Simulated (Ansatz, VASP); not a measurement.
TaN in VASP and in Ansatz

The input INCAR:

```
SYSTEM = TaN
ALGO = Fast
EDIFF = 1E-7
ENCUT = 520
ISIF = 2
ISMEAR = 0
LASPH = .True.
LCHARG = .True.
LELF = .True.
LREAL = .False.
LVHAR = .True.
LWAVE = .False.
NBANDS = 15
NELM = 100
PREC = Accurate
SIGMA = 0.15
```

KPOINTS

```
k-points
0
Gamma
  18 18 16
  0 0 0
```

The input POSCAR:

```
TaN
1.0
    2.9379988584      0.0000000000      0.0000000000
   -1.4689994292      2.5443816477      0.0000000000
    0.0000000000      0.0000000000      2.8830000000
Ta N
1 1
Direct
    0.3333333333      0.6666666667      0.5000000000
    0.0000000000      0.0000000000     -0.1040582726
```

Input for Ansatz:

```yaml
crystal:
  lattice:
    - [2.9379988584, 0.0, 0.0]
    - [-1.4689994292, 2.5443816477, 0.0]
    - [0.0, 0.0, 2.883]
  atoms:
    - { symbol: Ta, position: [0.3333333333, 0.6666666667, 0.5] }
    - { symbol: "N", position: [0.0, 0.0, -0.1040582726] }
basis:
  ecutwfc: 420
kpoints:
  mp_grid: { grid: [18, 18, 16] }
hamiltonian:
  xc: lda
scf:
  occupations: { method: gaussian, width: 0.15 }
output:
  forces: true
  stress: true
  eigenvalues: true
```

Change from the starting cell: all N atoms moved -0.300 Å, as atom 2 along Cartesian [0 0 1].

Alike in both runs: task single point; functional LDA; k mesh 18 × 18 × 16; occupations gaussian, width 0.15 eV; no spin polarisation.

|  | VASP | Ansatz |
| --- | --- | --- |
| version | VASP 6.6.1 | Ansatz 0.2.0 |
| potentials or method | VASP PAW LDA potentials, release 64 (Ta_pv, N) | scalar-relativistic, plane waves, PAW |
| plane-wave cutoff (eV) | 520 | 420 |
| valence electrons in the cell | 16 | 18 |

VASP gave:

```
gap on the k mesh at the Fermi level (eV)       : none
pressure (GPa)                                  : 9.0
largest component of the traceless stress (GPa) : 0.59
rms of the force components (eV/Å)              : 2.671
```

Question: Estimate Ansatz's values.

Answer: gap on the k mesh at the Fermi level (eV): none; pressure (GPa): 7.1; largest component of the traceless stress (GPa): 0.55; rms of the force components (eV/Å): 2.625.

Atom by atom the forces differ by 0.046 eV/Å (rms over components). A gap of «none» marks a metal or a gap that the smearing closes. The two sets of potentials don't hold the same shells in valence.

Caveats: forces of over 1 eV/Å show positions far from the minimum, so gaps and moduli don't describe the material at rest. The runs have no spin-orbit coupling, so splittings on Ta are missing.
